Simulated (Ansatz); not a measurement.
A relaxed cell of SnGe₅ is given with its symmetry left out. The cell was found from a structure generator's guess, not taken from experiment.

The calculation used DFT PBE, scalar-relativistic, plane waves, PAW (Ansatz). Cutoff 420 eV, Γ-centred mesh, Gaussian smearing, no spin polarisation.

```
Sn Ge
1.0
     3.40126    0.00000    0.00000
     0.00000    3.40126    0.00000
     0.00000    0.00000   10.67187
Sn Ge
1 5
Direct
  0.50000 0.50000 0.50000
  0.00000 0.00000 0.69628
  0.50000 0.50000 0.83940
  0.00000 0.00000 0.00000
  0.50000 0.50000 0.16060
  0.00000 0.00000 0.30372
```

The zero of energy is the elements' standard structures at the same level; no fitted shifts are applied. The references include grey tin.

Q: What space group does it have?

A: P4/mmm (No. 123). Conventional cell: a = 3.401 Å, c = 10.672 Å. Sn is surrounded by 8 Ge at 3.19 Å, 4 Sn at 3.40 Å and 2 Ge at 3.62 Å; Ge on a site of symmetry 4mm has 4 Ge at 2.85 Å, 4 Sn at 3.19 Å and 5 Ge at 3.24–3.40 Å; Ge on a second site of symmetry 4mm has 8 Ge at 2.85–2.95 Å, 5 Ge at 3.40–3.43 Å and 1 Sn at 3.62 Å; Ge on a site of symmetry 4/mmm has 8 Ge at 2.95 Å and 6 Ge at 3.24–3.40 Å.

Q: What is its formation energy per atom?

A: +0.29 eV/atom. A positive value: parting into the elements would lower its energy.

Q: Is it a metal?

A: Yes, bands cross the Fermi level on the 12×12×4 mesh.

The last run used a 12×12×4 mesh (in the run's order of axes) for its 6-atom cell and Gaussian smearing of 0.10 eV. A structure relaxed within its symmetry needn't be a true minimum.
